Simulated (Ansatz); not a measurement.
# Sn (Fd-3m) in Ansatz: reference runs

Aim: a first look at Sn with PBE, on the cell as given and on a disturbed one.

Everything below comes from runs of Ansatz 0.2.0. Logs are shortened: lines on timing, memory, paths and dates and some standing lists are left out, and cuts for length are marked.

### Step 1. The crystal as given

Symmetry: Fd-3m, No. 227, cubic system. The conventional cell has a = 6.467 Å, b = 6.467 Å, c = 6.467 Å, α = 90.00°, β = 90.00°, γ = 90.00°. Sn (site symmetry -43m) has 4 Sn at 2.80 Å as nearest neighbours.

This isn't the form of Sn at room conditions, which is tetragonal (white tin).

### Step 2. Single point, PBE

File input.yaml:

```yaml
crystal:
  lattice:
    - [0.0, 3.2333428, 3.2333428]
    - [3.2333428, 0.0, 3.2333428]
    - [3.2333428, 3.2333428, 0.0]
  atoms:
    - { symbol: Sn, position: [0.75, 0.75, 0.75] }
    - { symbol: Sn, position: [0.5, 0.5, 0.5] }
hamiltonian:
  xc: pbe
  pseudopotentials: { kind: paw }
kpoints:
  mp_grid: { grid: [7, 7, 7] }
scf:
  occupations: { method: fermi_dirac, width: 0.05 }
output:
  forces: true
  stress: true
  eigenvalues: true
  write_density: true
  write_potential: true
  elf: true
  volumetric_format: npy
```

Potentials or basis: Ansatz PAW.

Run with:

```sh
$ ansatz run input.yaml --threads 1 --pin off --max-ram 2560MiB --backend cpu --events-out ev --progress --plain --runs-dir out
```

Output:

```text
Warning: RAYON_NUM_THREADS=1 ignored (pool sized by the plan → 1); use --threads N
Engine: ansatz 0.2.0, aarch64-unknown-linux-gnu
Pseudopotentials: kind: paw
Pseudopotential: Sn, paw, valence charge 14, recommended cutoff 420 eV (normal), Sn.paw.azcp
Functional definition: PBE
  parameter kappa = 0.804
  parameter beta = 0.06672455060314922
  exchange = pbe_x(kappa = kappa, mu = beta*pi^2/3)
  correlation = pbe_c(beta = beta)
Crystal: 2 atoms, lattice volume = 67.606 Å³
Basis set: ecut = 420 eV, 1363 PW (Γ), exchange–correlation on 64×64×64 points (8 copies of the dense FFT grid, shifted against one another)
Bands: 18, of which v1, the nominal top of the filled ones, is band 14 counted from 1 (13 counted from 0)
Symmetry: 48 space group operations
Space group: Fd-3m (ITA 227), of the structure as read, at distance tolerance 4.1e-5 Å
k-points: 20 of 343
Non-local potential: Sn, projectors of the file, l = 0: 2, l = 1: 2, l = 2: 2, l = 3: 2
PAW form: soft (Blöchl's): semilocal exchange-correlation on the pseudo side does not see the compensation charge
PAW one-centre angular grid: Sn, 590 points (default); XC on 64 Gauss nodes
Initial density: superposition of atomic densities (neutral atoms: chi_scale 0, normalization atom), corrected by the library's trained network
Initial wavefunctions: pseudopotential atomic-orbital guess
Functional: x = pbe(κ = 0.804, μ = 0.2195149727645171), c = pbe(β = 0.06672455060314922)
SCF iter   1: F=—  HF=-12048.343816 eV  |F-HF|=—  |Δ(HF+E_count)|=         —  Δρ=6.68e-4  dr2=2.55e-4  ethr=1.77e-3  ⟨swp⟩=6.1  Hψ=1934  notcnv=0
preconditioner: auto → none  [insulator: Δε(μ)=0.324 eV  Ē_g=20.191 eV  σ=0.050 eV  W_gap=0.78  n_scr=14 (ndim 8)  ℏωp=23.9 eV  f_vac=0.091  D(μ)=0.21/eV (n_scr^D=0)  ε∞_Penn≈2.4]
SCF iter   2: F=—  HF=-12048.342806 eV  |F-HF|=—  |Δ(HF+E_count)|=   1.01e-3  Δρ=4.20e-4  dr2=1.42e-4  ethr=9.12e-7  ⟨swp⟩=2.0  Hψ=817  notcnv=0
SCF iter   3: F=—  HF=-12048.342873 eV  |F-HF|=—  |Δ(HF+E_count)|=   6.74e-5  Δρ=1.34e-4  dr2=1.08e-5  ethr=5.07e-7  ⟨swp⟩=2.0  Hψ=639  notcnv=0
SCF iter   4: F=—  HF=-12048.342917 eV  |F-HF|=—  |Δ(HF+E_count)|=   4.40e-5  Δρ=6.28e-5  dr2=2.27e-6  ethr=3.87e-8  ⟨swp⟩=2.0  Hψ=443  notcnv=0
SCF iter   5: F=—  HF=-12048.342925 eV  |F-HF|=—  |Δ(HF+E_count)|=   8.03e-6  Δρ=3.23e-5  dr2=4.96e-7  ethr=8.12e-9  ⟨swp⟩=2.0  Hψ=443  notcnv=0
SCF iter   6: F=-12048.342925 eV  HF=-12048.342925 eV  |F-HF|=4.33e-8  |Δ(HF+E_count)|=   3.51e-9  Δρ=9.31e-6  dr2=3.90e-8  ethr=3.57e-10  ⟨swp⟩=7.5  Hψ=2423  notcnv=0
SCF 1 converged in 6 iterations: F = -12048.342925 eV  dr2 = 3.90e-8
SCF converged after 6 iterations
Free energy (F): -12048.342925 eV
Harris-Foulkes:  -12048.342925 eV  (|F-HF|=4.33e-8)
Internal energy: -12048.341158 eV  (E = F + TS)
E sigma→0 (E₀):  -12048.342042 eV
Entropy (-TS):   -0.001767 eV (-0.883 meV/atom)
Fermi energy:    7.953040 eV
--- Per-component energies (eV) ---
  E_band       = -244.618504
  E_kinetic    = 375.355027
  E_local      = -2288.363619  (includes V_loc(G=0)·N_el)
  E_nonlocal   = -63.812833
  E_hartree    = 1319.957909
  E_xc         = -764.298137
  E_vxc        = -191.368780  (∫ρ·V_xc dr)
  E_paw        = -8276.156827  (= ΣΔE_a)
  E_vpaw       = -716.331916  (= ΣTr[D̂ρ^β])
  E_aug_tail   = -0.000001  (compensation charges beyond the density's cutoff)
  E_ewald      = -2351.022677
  E_smearing   = -0.001767  (= −TS)
  E_closure    = -0.000000  (closes the sum)
  Σ components = -12048.342925   (vs F -12048.342925, Δ=0.00e0)
--- Forces (eV/Å), atoms counted from 1 ---
  atom   1  Sn     0.00000000    -0.00000000     0.00000000
  atom   2  Sn     0.00000000    -0.00000000    -0.00000000
  max |Σ_I F_I| component: 2.78e-17 eV/Å
--- Stress (GPa, compression-positive) ---
        3.823587       0.000000       0.000000
        0.000000       3.823587       0.000000
       -0.000000      -0.000000       3.823587
  P = ⅓ Tr σ = 3.8236 GPa (38.236 kbar)
--- Band table (eV; the first three rows and the last of 20) ---
  k-point 0: bands = ["-13.7378", "-13.7378", "-13.7378", "-13.6770", "-13.6770", "-13.3583", "-13.3583", "-13.3583", "-13.3484", "-13.3484", "-2.7075", "7.4091", "8.0547", "8.0547", "8.0547", "10.1295", "10.1295", "10.1295"]
  k-point 1: bands = ["-13.7514", "-13.7514", "-13.7329", "-13.6575", "-13.6575", "-13.3844", "-13.3844", "-13.3646", "-13.3258", "-13.3258", "-2.5085", "5.5432", "7.6973", "7.6973", "8.5894", "10.5864", "10.5864", "11.0538"]
  k-point 2: bands = ["-13.7674", "-13.7674", "-13.7214", "-13.6300", "-13.6300", "-13.4081", "-13.4081", "-13.3791", "-13.3085", "-13.3085", "-1.9428", "3.4361", "7.1748", "7.1748", "8.2624", "11.1263", "11.1263", "13.0495"]
  k-point 19: bands = ["-13.8131", "-13.8000", "-13.6280", "-13.5581", "-13.5390", "-13.5056", "-13.4998", "-13.4452", "-13.2701", "-13.2574", "0.0296", "0.9324", "4.5941", "5.4143", "10.1932", "11.9235", "12.5364", "12.5413"]
```

Wall time 2.5 s (1 thread of Arm Neoverse V1, shared host); peak memory 0.31 GiB.

Results:

| Property | Result |
| --- | --- |
| Free energy | -12048.3429 eV |
| Pressure | 3.8 GPa |
| Band gap on the k mesh | none (metal or under the smearing width) |

### Step 3. Single point, PBE (atoms moved at random, drawn with an rms of 0.05 Å)

File input.yaml:

```yaml
crystal:
  lattice:
    - [0.0, 3.2333428, 3.2333428]
    - [3.2333428, 0.0, 3.2333428]
    - [3.2333428, 3.2333428, 0.0]
  atoms:
    - { symbol: Sn, position: [0.751324, 0.759019, 0.762588] }
    - { symbol: Sn, position: [0.494671, 0.509002, 0.500009] }
hamiltonian:
  xc: pbe
  pseudopotentials: { kind: paw }
kpoints:
  mp_grid: { grid: [7, 7, 7] }
scf:
  occupations: { method: fermi_dirac, width: 0.05 }
output:
  forces: true
  stress: true
  eigenvalues: true
```

Potentials or basis: Ansatz PAW.

Run with:

```sh
$ ansatz run input.yaml --threads 1 --pin off --max-ram 2560MiB --backend cpu --events-out ev --progress --plain --runs-dir out
```

Output:

```text
Warning: RAYON_NUM_THREADS=1 ignored (pool sized by the plan → 1); use --threads N
Engine: ansatz 0.2.0, aarch64-unknown-linux-gnu
Pseudopotentials: kind: paw
Pseudopotential: Sn, paw, valence charge 14, recommended cutoff 420 eV (normal), Sn.paw.azcp
Functional definition: PBE
  parameter kappa = 0.804
  parameter beta = 0.06672455060314922
  exchange = pbe_x(kappa = kappa, mu = beta*pi^2/3)
  correlation = pbe_c(beta = beta)
Crystal: 2 atoms, lattice volume = 67.606 Å³
Basis set: ecut = 420 eV, 1363 PW (Γ), exchange–correlation on 64×64×64 points (8 copies of the dense FFT grid, shifted against one another)
Bands: 18, of which v1, the nominal top of the filled ones, is band 14 counted from 1 (13 counted from 0)
Symmetry: 2 space group operations
Space group: P-1 (ITA 2), of the structure as read, at distance tolerance 4.1e-5 Å
k-points: 172 of 343
Non-local potential: Sn, projectors of the file, l = 0: 2, l = 1: 2, l = 2: 2, l = 3: 2
PAW form: soft (Blöchl's): semilocal exchange-correlation on the pseudo side does not see the compensation charge
PAW one-centre angular grid: Sn, 590 points (default); XC on 64 Gauss nodes
Initial density: superposition of atomic densities (neutral atoms: chi_scale 0, normalization atom), corrected by the library's trained network
Initial wavefunctions: pseudopotential atomic-orbital guess
Functional: x = pbe(κ = 0.804, μ = 0.2195149727645171), c = pbe(β = 0.06672455060314922)
SCF iter   1: F=—  HF=-12048.320469 eV  |F-HF|=—  |Δ(HF+E_count)|=         —  Δρ=6.77e-4  dr2=2.87e-4  ethr=1.77e-3  ⟨swp⟩=6.1  Hψ=16668  notcnv=0
preconditioner: auto → Kerker (q_TF=auto, 2.356 Å⁻¹)  [metal: Δε(μ)=0.106 eV  Ē_g=20.192 eV  σ=0.050 eV  W_gap=0.48  n_scr=14 (ndim 8)  ℏωp=23.9 eV  f_vac=0.091  D(μ)=0.27/eV (n_scr^D=0)]
SCF iter   2: F=—  HF=-12048.319374 eV  |F-HF|=—  |Δ(HF+E_count)|=   1.10e-3  Δρ=4.55e-4  dr2=2.39e-4  ethr=1.03e-6  ⟨swp⟩=2.0  Hψ=6896  notcnv=0
SCF iter   3: F=—  HF=-12048.319445 eV  |F-HF|=—  |Δ(HF+E_count)|=   7.16e-5  Δρ=2.86e-4  dr2=1.21e-4  ethr=8.52e-7  ⟨swp⟩=2.7  Hψ=5630  notcnv=0
SCF iter   4: F=—  HF=-12048.319531 eV  |F-HF|=—  |Δ(HF+E_count)|=   8.62e-5  Δρ=1.63e-4  dr2=3.60e-5  ethr=4.32e-7  ⟨swp⟩=3.0  Hψ=5535  notcnv=0
SCF iter   5: F=—  HF=-12048.319575 eV  |F-HF|=—  |Δ(HF+E_count)|=   4.36e-5  Δρ=1.25e-4  dr2=7.34e-6  ethr=1.28e-7  ⟨swp⟩=2.0  Hψ=3792  notcnv=0
SCF iter   6: F=—  HF=-12048.319573 eV  |F-HF|=—  |Δ(HF+E_count)|=   2.42e-6  Δρ=3.08e-5  dr2=5.15e-7  ethr=2.62e-8  ⟨swp⟩=2.0  Hψ=5332  notcnv=0
SCF iter   7: F=-12048.319572 eV  HF=-12048.319572 eV  |F-HF|=1.26e-10  |Δ(HF+E_count)|=   1.19e-7  Δρ=4.33e-6  dr2=1.53e-8  ethr=3.57e-10  ⟨swp⟩=4.0  Hψ=13227  notcnv=0
SCF 1 converged in 7 iterations: F = -12048.319572 eV  dr2 = 1.53e-8
SCF converged after 7 iterations
Free energy (F): -12048.319572 eV
Harris-Foulkes:  -12048.319572 eV  (|F-HF|=1.26e-10)
Internal energy: -12048.317263 eV  (E = F + TS)
E sigma→0 (E₀):  -12048.318418 eV
Entropy (-TS):   -0.002309 eV (-1.155 meV/atom)
Fermi energy:    7.945265 eV
--- Per-component energies (eV) ---
  E_band       = -244.725350
  E_kinetic    = 375.381360
  E_local      = -2289.211476  (includes V_loc(G=0)·N_el)
  E_nonlocal   = -63.819224
  E_hartree    = 1320.286451
  E_xc         = -764.325624
  E_vxc        = -191.399296  (∫ρ·V_xc dr)
  E_paw        = -8276.102997  (= ΣΔE_a)
  E_vpaw       = -716.245112  (= ΣTr[D̂ρ^β])
  E_aug_tail   = -0.000001  (compensation charges beyond the density's cutoff)
  E_ewald      = -2350.525752
  E_smearing   = -0.002309  (= −TS)
  E_closure    = 0.000000  (closes the sum)
  Σ components = -12048.319572   (vs F -12048.319572, Δ=0.00e0)
--- Forces (eV/Å), atoms counted from 1 ---
  atom   1  Sn    -0.30317084    -0.48445095    -0.12253752
  atom   2  Sn     0.30317084     0.48445095     0.12253752
  max |Σ_I F_I| component: 0.00e0 eV/Å
--- Stress (GPa, compression-positive) ---
        3.953166      -0.454697      -1.517533
       -0.454697       3.891514      -0.968847
       -1.517533      -0.968847       3.988969
  P = ⅓ Tr σ = 3.9445 GPa (39.445 kbar)
--- Band table (eV; the first three rows and the last of 172) ---
  k-point 0: bands = ["-13.7652", "-13.7480", "-13.7173", "-13.6828", "-13.6815", "-13.3723", "-13.3611", "-13.3538", "-13.3530", "-13.3515", "-2.7117", "7.4090", "7.8439", "7.9969", "8.3341", "9.9000", "10.1737", "10.3073"]
  k-point 1: bands = ["-13.7703", "-13.7618", "-13.7347", "-13.6586", "-13.6565", "-13.3970", "-13.3919", "-13.3577", "-13.3303", "-13.3239", "-2.5090", "5.4404", "7.6145", "7.8872", "8.6446", "10.4205", "10.6816", "11.0743"]
  k-point 2: bands = ["-13.7897", "-13.7661", "-13.7487", "-13.6282", "-13.6249", "-13.4231", "-13.4169", "-13.3618", "-13.3133", "-13.3014", "-1.9281", "3.3140", "7.0713", "7.3292", "8.3557", "10.9798", "11.3143", "13.0360"]
  k-point 171: bands = ["-13.8121", "-13.7852", "-13.7006", "-13.6029", "-13.5993", "-13.4464", "-13.4402", "-13.4063", "-13.2931", "-13.2806", "-0.8779", "1.5635", "5.6588", "6.4935", "9.1654", "11.0073", "11.9731", "14.1533"]
```

Wall time 11 s (1 thread of Arm Neoverse V1, shared host); peak memory 0.43 GiB.

What came out:

```
Free energy            : -12048.3196 eV
Pressure               : 3.9 GPa
Largest force          : 0.584 eV/Å
Band gap on the k mesh : none (metal or under the smearing width)
```

Forces in eV/Å, atoms in the order of the input:
```
Sn  -0.303 -0.484 -0.123
Sn   0.303  0.484  0.123
```
